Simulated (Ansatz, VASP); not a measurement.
CaB: VASP beside Ansatz

INCAR

```
SYSTEM = CaB
PREC     = Accurate       ! precision mode
ENCUT    = 600            ! plane-wave cutoff, eV
EDIFF    = 1E-7           ! SCF threshold, eV
ISMEAR   = 0              ! smearing method
SIGMA    = 0.1            ! smearing width, eV
LREAL    = .False.        ! projectors in reciprocal space
LASPH    = .True.         ! aspherical terms in the spheres
NELM     = 60             ! most SCF steps
ALGO     = Normal         ! electronic algorithm
ISIF     = 3              ! what is computed and relaxed
LWAVE    = .False.        ! write WAVECAR
LCHARG   = .False.        ! write CHGCAR
GGA      = PE             ! functional
IBRION   = 2              ! ionic algorithm
NSW      = 90             ! ionic steps
EDIFFG   = -0.04          ! ionic threshold
```

The input KPOINTS:

```
regular mesh
0
Gamma
  6 6 2
  0 0 0
```

File POSCAR:

```
CaB
1.0
    3.5400892400      0.0000000000      0.0000000000
   -1.7700446200      3.0658072100      0.0000000000
    0.0000000000      0.0000000000      9.3833139700
Ca B
2 2
Direct
    0.3333333300      0.6666666700      0.3221916100
    0.6666666700      0.3333333300      0.6778083900
    0.3333333300      0.6666666700      0.8962493900
    0.6666666700      0.3333333300      0.1037506100
```

Input for Ansatz:

```yaml
crystal:
  lattice:
    - [3.54008924, 0.0, 0.0]
    - [-1.77004462, 3.06580721, 0.0]
    - [0.0, 0.0, 9.38331397]
  atoms:
    - { symbol: Ca, position: [0.33333333, 0.66666667, 0.32219161] }
    - { symbol: Ca, position: [0.66666667, 0.33333333, 0.67780839] }
    - { symbol: B, position: [0.33333333, 0.66666667, 0.89624939] }
    - { symbol: B, position: [0.66666667, 0.33333333, 0.10375061] }
basis:
  ecutwfc: 420
kpoints:
  mp_grid: { grid: [6, 6, 2] }
hamiltonian:
  xc: pbe
scf:
  occupations: { method: gaussian, width: 0.1 }
  lower_state_search: "off"
output:
  forces: true
  stress: true
  eigenvalues: true
relax:
  adjacent_minimum: "off"
  f_tol: 0.04
  max_steps: 70
  cell: { stress_tol: 0.4 }
```

Alike in both runs: task relaxation of cell and atoms; functional PBE; k mesh 6 × 6 × 2; occupations gaussian, width 0.1 eV; no spin polarisation.

|  | VASP | Ansatz |
| --- | --- | --- |
| version | VASP 6.6.1 | Ansatz 0.2.0 |
| potentials or method | VASP PAW PBE potentials, release 64 (Ca_sv, B) | scalar-relativistic, plane waves, PAW |
| plane-wave cutoff (eV) | 600 | 420 |
| valence electrons in the cell | 26 | 26 |

|  | VASP | Ansatz | Ansatz less VASP |
| --- | --- | --- | --- |
| gap on the k mesh at the Fermi level, each at its own relaxed structure (eV) | none | none | - |
| relaxed volume (Å³/atom) | 18.84 | 18.83 | -0.007 |
| relaxed cell length with the largest relative difference (Å) | 7.993 | 7.996 | +0.0031 |
| energy change over the relaxation (meV/atom) | -1059 | -1060 | -1.7 |

A gap of «none» marks a metal or a gap that the smearing closes.

Caveats: the volume moved by over 15 % at a fixed basis, so the end points are rough (VASP).
